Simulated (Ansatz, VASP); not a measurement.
## Ru: VASP beside Ansatz

```xyz
2
Lattice="2.6919 0.0000 0.0000 -1.3460 2.3313 0.0000 0.0000 0.0000 4.2511" Properties=species:S:1:pos:R:3 pbc="T T T"
Ru    0.0000    1.5542    1.0628
Ru    1.3460    0.7771    3.1883
```

Alike in both runs: functional PBEsol; k mesh 18 × 18 × 12; occupations fermi-dirac, width 0.15 eV; no spin polarisation.

Ansatz relaxed the structure, and its values are those at the end. VASP's run is a single point on that final structure, the one shown.

|  | VASP | Ansatz |
| --- | --- | --- |
| version | VASP 6.6.1 | Ansatz 0.2.0 |
| potentials or method | VASP PAW PBE potentials, release 64 (Ru_pv) | scalar-relativistic, plane waves, PAW |
| plane-wave cutoff (eV) | 520 | 420 |
| valence electrons in the cell | 28 | 32 |

```tsv
	VASP	Ansatz	Ansatz less VASP
gap on the k mesh at the Fermi level (eV)	none	none	-
pressure (GPa)	0.0	0.0	+0.04
```

A gap of «none» marks a metal or a gap that the smearing closes. The two sets of potentials don't hold the same shells in valence.

Caveats: the PAW data sets were made with another functional, which shifts forces and pressure a little (VASP).
